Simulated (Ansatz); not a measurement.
# BN (R3m) in Ansatz: a series of runs

One crystal, BN, is run at these levels: r2SCAN, PBE, LDA, PBEsol; tasks: band structure.

All numbers are computed with Ansatz 0.2.0; they aren't measurements. Logs are shortened: lines on timing, memory, paths and dates and some standing lists are left out, and cuts for length are marked.

### Step 1. The structure

It takes space group R3m (No. 160, trigonal). Conventional cell: a = 2.502 Å, b = 2.502 Å, c = 10.119 Å, α = 90.00°, β = 90.00°, γ = 120.00°. Around N (site symmetry 3m) lie 3 B at 1.44 Å. B (site symmetry 3m) has 3 N at 1.44 Å as nearest neighbours.

The cell is a database's computed one.

### Step 2. Band structure, r2SCAN

The input, input.yaml:

```yaml
crystal:
  lattice:
    - [1.2511217832, 0.7223354983, 3.3729344033]
    - [-1.2511217832, 0.7223354983, 3.3729344033]
    - [0.0, -1.4446709966, 3.3729344033]
  atoms:
    - { symbol: "N", position: [0.6672382, 0.6672382, 0.6672382] }
    - { symbol: B, position: [0.0003288, 0.0003288, 0.0003288] }
hamiltonian:
  xc: r2scan
  pseudopotentials: { kind: paw }
kpoints:
  mp_grid: { grid: [12, 12, 12] }
  band_path:
    path:
      - [[0.0, 0.0, 0.0], [0.5, 0.0, 0.0], [0.5, 0.1972419765, -0.1972419765]]
      - [[0.8027580235, 0.5, 0.1972419765], [0.5, 0.5, 0.5], [0.0, 0.0, 0.0], [0.3486209883, 0.0, -0.3486209883]]
      - [[0.6513790117, 0.3486209883, 0.0], [0.5, 0.5, 0.0], [0.6513790117, 0.6513790117, 0.1972419765], [0.5, 0.5, 0.5]]
      - [[0.5, 0.0, 0.0], [0.8027580235, 0.3486209883, 0.3486209883]]
    npoints: 14
scf:
  occupations: { method: fermi_dirac, width: 0.05 }
  n_extra_bands: 6
output:
  forces: true
  stress: true
  eigenvalues: true
  fatbands: true
```

Potentials or basis: Ansatz PAW.

Launch:

```bash
> ansatz run input.yaml --threads 2 --pin off --max-ram 5632MiB --backend cpu --events-out ev --progress --plain --runs-dir out
```

Log:

```text
Warning: RAYON_NUM_THREADS=2 ignored (pool sized by the plan → 2); use --threads N
basis.fft_grid_basis auto: the FFT boxes are laid along the combinations [[1, 0, -1], [0, 1, -1], [0, 0, 1]] of the cell's own vectors, 2.502, 2.502 and 3.669 Å long. The dense box has 20×20×27 points. Along the cell's own vectors, as sized, it would have 27×27×27, 1.82 times as many. Of the 6 symmetry operations that the crystal satisfies within crystal.symmetry.tolerance (time reversal apart; of a slab, those that keep its plane) the dense box along the cell's own vectors carries 6, and the one as laid loses 4 of those. basis.fft_grid_basis: typed keeps the cell's own vectors: state it where this run's energies or levels are differenced outside the engine with another run's, or held beside a run that keeps those vectors.
scf.n_extra_bands = 6 over 4 filled bands (N_el = 8.0): the run solves 10 bands
Engine: ansatz 0.2.0, aarch64-unknown-linux-gnu
Pseudopotentials: kind: paw
Pseudopotential: N, paw, valence charge 5, recommended cutoff 500 eV (meta_gga), N.paw.azcp
Pseudopotential: B, paw, valence charge 3, recommended cutoff 500 eV (meta_gga), B.paw.azcp
Functional definition: r2SCAN
  parameter k0 = 0.174
  parameter k1 = 0.065
  parameter a1 = 4.9479
  exchange = r2scan_x(k0 = k0, k1 = k1, a1 = a1)
  correlation = r2scan_c
Crystal: 2 atoms, lattice volume = 18.289 Å³
Basis set: ecut = 500 eV, 463 PW (Γ), FFT grids on a1−a3, a2−a3, a3, exchange–correlation on 80×80×108 points (64 copies of the dense FFT grid, shifted against one another)
Bands: 10, of which v1, the nominal top of the filled ones, is band 4 counted from 1 (3 counted from 0)
Symmetry: 6 space group operations
Space group: R3m (ITA 160), of the structure as read, at distance tolerance 2.6e-5 Å
k-points: 189 of 1728 (time reversal used)
Non-local potential: N, projectors of the file, l = 0: 2, l = 1: 2, l = 2: 1
Non-local potential: B, projectors of the file, l = 0: 2, l = 1: 2, l = 2: 1
PAW form: soft (Blöchl's): semilocal exchange-correlation on the pseudo side does not see the compensation charge
PAW frozen core: N, regenerated for the run's functional (the file was generated under x = pbe(κ = 0.804, μ = 0.2195149727645171), c = pbe(β = 0.06672455060314922))
PAW frozen core: B, regenerated for the run's functional (the file was generated under x = pbe(κ = 0.804, μ = 0.2195149727645171), c = pbe(β = 0.06672455060314922))
PAW one-centre angular grid: N, 302 points (default); XC on 160 Gauss nodes
PAW one-centre angular grid: B, 302 points (default); XC on 160 Gauss nodes
Initial density: superposition of atomic densities (neutral atoms: chi_scale 0, normalization atom), corrected by the library's trained network
Initial wavefunctions: pseudopotential atomic-orbital guess
Functional: x = r2scan, c = r2scan; τ floored in thin density (d = 2e-4 eV/Å³)
SCF iter   1: F=—  HF=-544.058861 eV  |F-HF|=—  |Δ(HF+E_count)|=         —  Δρ=8.35e-3  dr2=9.32e-3  dr2_τ=3.44e-1  ethr=1.77e-3  ⟨swp⟩=5.3  Hψ=11795  notcnv=0  defer=159
preconditioner: auto → none  [insulator: Δε(μ)=4.826 eV  Ē_g=22.535 eV  σ=0.050 eV  W_gap=1.00  n_scr=2 (ndim 8)  ℏωp=24.6 eV  f_vac=0.007  D(μ)=0.00/eV (n_scr^D=0)  ε∞_Penn≈2.2]
SCF iter   2: F=—  HF=-544.124705 eV  |F-HF|=—  |Δ(HF+E_count)|=   6.58e-2  Δρ=5.14e-3  dr2=2.03e-3  dr2_τ=1.59e-4  ethr=1.17e-4  ⟨swp⟩=2.0  Hψ=5015  notcnv=0  defer=277
SCF iter   3: F=—  HF=-544.124612 eV  |F-HF|=—  |Δ(HF+E_count)|=   9.27e-5  Δρ=9.27e-4  dr2=1.18e-4  dr2_τ=5.58e-5  ethr=2.54e-5  ⟨swp⟩=2.7  Hψ=2628  notcnv=0  defer=277
SCF iter   4: F=—  HF=-544.124599 eV  |F-HF|=—  |Δ(HF+E_count)|=   1.30e-5  Δρ=2.86e-4  dr2=1.15e-5  dr2_τ=1.00e-6  ethr=1.48e-6  ⟨swp⟩=2.3  Hψ=2304  notcnv=0  defer=277
SCF iter   5: F=—  HF=-544.124596 eV  |F-HF|=—  |Δ(HF+E_count)|=   3.10e-6  Δρ=8.69e-5  dr2=6.43e-7  dr2_τ=7.13e-8  ethr=1.43e-7  ⟨swp⟩=2.4  Hψ=2373  notcnv=0  defer=277
SCF iter   6: F=-544.124597 eV  HF=-544.124597 eV  |F-HF|=4.66e-9  |Δ(HF+E_count)|=   3.31e-7  Δρ=3.08e-5  dr2=9.89e-8  dr2_τ=3.05e-9  ethr=1.25e-9  ⟨swp⟩=8.6  Hψ=9748  notcnv=0
SCF 1 converged in 6 iterations: F = -544.124597 eV  dr2 = 9.89e-8
NSCF: frozen V_eff on 130 k-points
SCF converged after 6 iterations
Free energy (F): -544.124597 eV
Harris-Foulkes:  -544.124597 eV  (|F-HF|=4.66e-9)
Internal energy: -544.124597 eV  (E = F + TS)
E sigma→0 (E₀):  -544.124597 eV
Fermi energy:    6.757543 eV
--- Per-component energies (eV) ---
  E_band       = -25.186050
  E_kinetic    = 183.585401
  E_local      = -354.070818  (includes V_loc(G=0)·N_el)
  E_nonlocal   = 57.052386
  E_hartree    = 115.364006
  E_xc         = -90.993887
  E_vxc        = -126.193537  (∫ρ·V_xc dr)
  E_paw        = -209.828699  (= ΣΔE_a)
  E_vpaw       = -23.513069  (= ΣTr[D̂ρ^β])
  E_aug_tail   = 0.000018  (compensation charges beyond the density's cutoff)
  E_vtau       = 7.228383  (kinetic-family band-sum trace: ∫τ·v_τ [+ j·A + Jᵃ·Aᵃ] dr)
  E_ewald      = -245.184997
  E_core_change = -0.048007  (= ΣΔE_core)
  E_smearing   = -0.000000  (= −TS)
  E_closure    = -0.000000  (closes the sum)
  Σ components = -544.124597   (vs F -544.124597, Δ=0.00e0)
--- Forces (eV/Å), atoms counted from 1 ---
  atom   1  N      0.00000000     0.00000000    -0.00834437
  atom   2  B      0.00000000     0.00000000     0.00832938
  max |Σ_I F_I| component: 1.50e-5 eV/Å
--- Stress (GPa, compression-positive) ---
       -0.688556      -0.000000      -0.000000
       -0.000000      -0.688556      -0.000000
        0.000000      -0.000000       0.406562
  P = ⅓ Tr σ = -0.3235 GPa (-3.235 kbar)
--- Band table (eV; the first three rows and the last of 189) ---
  k-point 0: bands = ["-14.4690", "0.0017", "2.9949", "2.9949", "9.8366", "16.8119", "16.8119", "18.6555", "19.9296", "31.6817"]
  k-point 1: bands = ["-14.3258", "0.1579", "2.3972", "2.7287", "10.1292", "16.7428", "17.4328", "18.1314", "20.3876", "31.4538"]
  k-point 2: bands = ["-13.9047", "0.6082", "0.9122", "2.0785", "10.9001", "16.5649", "16.7763", "19.1255", "21.5058", "28.5617"]
  k-point 188: bands = ["-14.2140", "-2.0019", "2.9767", "2.9767", "15.1547", "16.7360", "16.7360", "17.2988", "21.9620", "26.7689"]
```

Run time: 5.5 s. Hardware: 2 threads of Arm Neoverse V2, shared host; peak memory 0.37 GiB.

What came out:

* Free energy: -544.1246 eV
* Pressure: -0.3 GPa
* Largest force: 0.008 eV/Å
* Band gap on the k mesh: 4.80 eV, indirect (least direct gap 5.33 eV)
* Band gap along the path: 4.76 eV, indirect (least direct gap 5.34 eV)

Forces in eV/Å, atoms in the order of the input:
```
N    0.000  0.000 -0.008
B    0.000  0.000  0.008
```

Stress tensor (GPa, compression positive):
```
-0.69  0.00  0.00
 0.00 -0.69  0.00
 0.00  0.00  0.41
```

Levels at the corners of the path, in eV from the valence-band top:
```
point  band 1  band 2  band 3  band 4  band 5  band 6  band 7  band 8  band 9
    Γ  -18.82   -4.35   -1.35   -1.35    5.49   12.46   12.46   14.31   15.58
    L  -15.54   -9.33   -4.25   -0.65    5.86   10.57   13.73   15.74   20.98
   B1  -14.99   -8.25   -7.21   -0.41    5.39   13.04   14.92   16.96   19.77
    B  -14.99   -8.25   -7.21   -0.41    5.39   13.04   14.92   16.96   19.77
    Z  -18.56   -6.35   -1.37   -1.37   10.81   12.39   12.39   12.95   17.61
    Γ  -18.82   -4.35   -1.35   -1.35    5.49   12.46   12.46   14.31   15.58
    X  -14.93   -8.22   -7.41   -0.15    5.23   12.98   14.64   17.38   19.43
    Q  -14.93   -8.22   -7.41   -0.15    5.23   12.98   14.64   17.38   19.43
    F  -15.48   -9.20   -4.31   -1.24    4.76   10.57   15.04   18.50   21.45
   P1  -15.59   -9.05   -4.25   -1.55    5.52   10.62   15.08   17.55   21.92
    Z  -18.56   -6.35   -1.37   -1.37   10.81   12.39   12.39   12.95   17.61
    L  -15.54   -9.33   -4.25   -0.65    5.86   10.57   13.73   15.74   20.98
    P  -15.59   -9.05   -4.25   -1.55    5.52   10.62   15.08   17.55   21.92
```

Caveat: the PAW data sets come from PBE, with cores solved anew for the run's functional, which leaves a small shift of forces and pressure.

### Step 3. Band structure, PBE

input.yaml: that of step 2 with these lines changed.

```diff
@@ -9,3 +9,3 @@
 hamiltonian:
-  xc: r2scan
+  xc: pbe
   pseudopotentials: { kind: paw }
@@ -27,2 +27,6 @@
   eigenvalues: true
-  fatbands: true
+  fatbands: false
+  write_density: true
+  write_potential: true
+  elf: true
+  volumetric_format: npy
```

Potentials or basis: Ansatz PAW.

Launch:

```bash
> ansatz run input.yaml --threads 2 --pin off --max-ram 5632MiB --backend cpu --events-out ev --progress --plain --runs-dir out
```

It took 3.4 s on 2 threads of Arm Neoverse V1, shared host; peak memory 0.31 GiB.

Results (log left out):

| Item | Value |
| --- | --- |
| Free energy | -542.4083 eV |
| Pressure | 3.6 GPa |
| Band gap on the k mesh | 4.29 eV, indirect (least direct gap 4.70 eV) |
| Band gap along the path | 4.24 eV, indirect (least direct gap 4.70 eV) |

Forces on the atoms (eV/Å):
```
N    0.000  0.000 -0.003
B    0.000  0.000  0.003
```

Stress tensor (GPa, compression positive):
```
4.16 0.00 0.00
0.00 4.16 0.00
0.00 0.00 2.37
```

Levels at the corners of the path, in eV from the valence-band top:
| point | band 2 | band 3 | band 4 | band 5 | band 6 | band 7 |
| --- | --- | --- | --- | --- | --- | --- |
| Γ | -4.23 | -1.33 | -1.33 | 5.13 | 11.66 | 11.66 |
| L | -8.97 | -4.12 | -0.65 | 5.25 | 9.88 | 13.04 |
| B1 | -7.98 | -6.92 | -0.41 | 4.78 | 12.40 | 14.09 |
| B | -7.98 | -6.92 | -0.41 | 4.78 | 12.40 | 14.09 |
| Z | -6.18 | -1.35 | -1.35 | 10.07 | 11.59 | 11.59 |
| Γ | -4.23 | -1.33 | -1.33 | 5.13 | 11.66 | 11.66 |
| X | -7.96 | -7.10 | -0.15 | 4.61 | 12.33 | 13.85 |
| Q | -7.96 | -7.10 | -0.15 | 4.61 | 12.33 | 13.85 |
| F | -8.85 | -4.18 | -1.22 | 4.24 | 9.88 | 14.21 |
| P1 | -8.70 | -4.12 | -1.53 | 4.96 | 9.94 | 14.29 |
| Z | -6.18 | -1.35 | -1.35 | 10.07 | 11.59 | 11.59 |
| L | -8.97 | -4.12 | -0.65 | 5.25 | 9.88 | 13.04 |
| P | -8.70 | -4.12 | -1.53 | 4.96 | 9.94 | 14.29 |

Caveat: the pressure holds a Pulay correction of +0.6 GPa for the finite cutoff.

### Step 4. Band structure, LDA

input.yaml: that of step 3 with these lines changed.

```diff
@@ -9,3 +9,3 @@
 hamiltonian:
-  xc: pbe
+  xc: lda
   pseudopotentials: { kind: paw }
@@ -28,5 +28 @@
   fatbands: false
-  write_density: true
-  write_potential: true
-  elf: true
-  volumetric_format: npy
```

Potentials or basis: Ansatz PAW.

Launch:

```bash
> ansatz run input.yaml --threads 2 --pin off --max-ram 5632MiB --backend cpu --events-out ev --progress --plain --runs-dir out
```

Log:

```text
Warning: RAYON_NUM_THREADS=2 ignored (pool sized by the plan → 2); use --threads N
basis.fft_grid_basis auto: the FFT boxes are laid along the combinations [[1, 0, -1], [0, 1, -1], [0, 0, 1]] of the cell's own vectors, 2.502, 2.502 and 3.669 Å long. The dense box has 18×18×25 points. Along the cell's own vectors, as sized, it would have 25×25×25, 1.93 times as many. Of the 6 symmetry operations that the crystal satisfies within crystal.symmetry.tolerance (time reversal apart; of a slab, those that keep its plane) the dense box along the cell's own vectors carries 6, and the one as laid loses 4 of those. basis.fft_grid_basis: typed keeps the cell's own vectors: state it where this run's energies or levels are differenced outside the engine with another run's, or held beside a run that keeps those vectors.
scf.n_extra_bands = 6 over 4 filled bands (N_el = 8.0): the run solves 10 bands
Engine: ansatz 0.2.0, aarch64-unknown-linux-gnu
Pseudopotentials: kind: paw
Pseudopotential: N, paw, valence charge 5, recommended cutoff 420 eV (normal), N.paw.azcp
Pseudopotential: B, paw, valence charge 3, recommended cutoff 420 eV (normal), B.paw.azcp
Functional definition: SPW92
  exchange = slater_x
  correlation = pw_c
Crystal: 2 atoms, lattice volume = 18.289 Å³
Basis set: ecut = 420 eV, 359 PW (Γ), FFT grids on a1−a3, a2−a3, a3
Bands: 10, of which v1, the nominal top of the filled ones, is band 4 counted from 1 (3 counted from 0)
Symmetry: 6 space group operations
[... 37 lines left out ...]
  E_vpaw       = -24.367322  (= ΣTr[D̂ρ^β])
  E_aug_tail   = 0.000092  (compensation charges beyond the density's cutoff)
  E_ewald      = -245.184997
  E_core_change = 0.125878  (= ΣΔE_core)
  E_smearing   = -0.000000  (= −TS)
  E_closure    = -0.000000  (closes the sum)
  Σ components = -526.341698   (vs F -526.341698, Δ=0.00e0)
--- Forces (eV/Å), atoms counted from 1 ---
  atom   1  N      0.00000000     0.00000000    -0.00239768
  atom   2  B      0.00000000    -0.00000000     0.00231397
  max |Σ_I F_I| component: 8.37e-5 eV/Å
--- Stress (GPa, compression-positive) ---
       -5.899404       0.000000       0.000000
        0.000000      -5.899404      -0.000000
        0.000000      -0.000000      -0.950525
  P = ⅓ Tr σ = -4.2498 GPa (-42.498 kbar)
--- Band table (eV; the first three rows and the last of 189) ---
  k-point 0: bands = ["-13.2828", "0.0800", "2.9903", "2.9903", "9.1354", "15.8751", "15.8751", "17.2390", "19.0753", "29.8859"]
  k-point 1: bands = ["-13.1449", "0.2285", "2.4324", "2.7322", "9.4144", "15.8022", "16.4634", "16.7782", "19.4999", "29.8627"]
  k-point 2: bands = ["-12.7385", "0.6604", "1.0380", "2.1041", "10.1542", "15.4842", "15.7245", "18.0616", "20.5073", "27.1304"]
  k-point 188: bands = ["-13.0055", "-1.9566", "2.9729", "2.9729", "14.1024", "15.8030", "15.8030", "16.5959", "20.2780", "25.6956"]
```

Run time: 3.1 s. Hardware: 2 threads of Arm Neoverse V1, shared host; peak memory 0.3 GiB.

Results:

```yaml
Free_energy: -526.3417 eV
Pressure: -4.2 GPa
Band_gap_on_the_k_mesh: 4.11 eV, indirect (least direct gap 4.56 eV)
Band_gap_along_the_path: 4.06 eV, indirect (least direct gap 4.56 eV)
```

Forces on the atoms (eV/Å):
```
N    0.000  0.000 -0.002
B    0.000  0.000  0.002
```

Levels at the corners of the path, in eV from the valence-band top:
```csv
point,band 1,band 2,band 3,band 4,band 5,band 6,band 7,band 8
Γ,-17.61,-4.25,-1.34,-1.34,4.80,11.54,11.54,12.91
L,-14.39,-8.94,-4.13,-0.65,5.10,9.85,12.66,14.64
B1,-13.83,-8.01,-6.85,-0.43,4.64,12.07,13.83,15.73
B,-13.83,-8.01,-6.85,-0.43,4.64,12.07,13.83,15.73
Z,-17.34,-6.29,-1.36,-1.36,9.77,11.47,11.47,12.26
Γ,-17.61,-4.25,-1.34,-1.34,4.80,11.54,11.54,12.91
X,-13.77,-8.01,-7.02,-0.16,4.47,12.00,13.58,16.11
Q,-13.77,-8.01,-7.02,-0.16,4.47,12.00,13.58,16.11
F,-14.32,-8.81,-4.19,-1.25,4.06,9.86,13.83,17.13
P1,-14.44,-8.66,-4.13,-1.58,4.81,9.92,13.92,16.18
Z,-17.34,-6.29,-1.36,-1.36,9.77,11.47,11.47,12.26
L,-14.39,-8.94,-4.13,-0.65,5.10,9.85,12.66,14.64
P,-14.44,-8.66,-4.13,-1.58,4.81,9.92,13.92,16.18
```

Caveat: the k mesh misses the band edges, so the gap on the mesh is wider than the one along the path; the pressure holds a Pulay correction of +0.7 GPa for the finite cutoff; the PAW data sets come from PBE, with cores solved anew for the run's functional, which leaves a small shift of forces and pressure.

(Continued in part 2 of 2.)
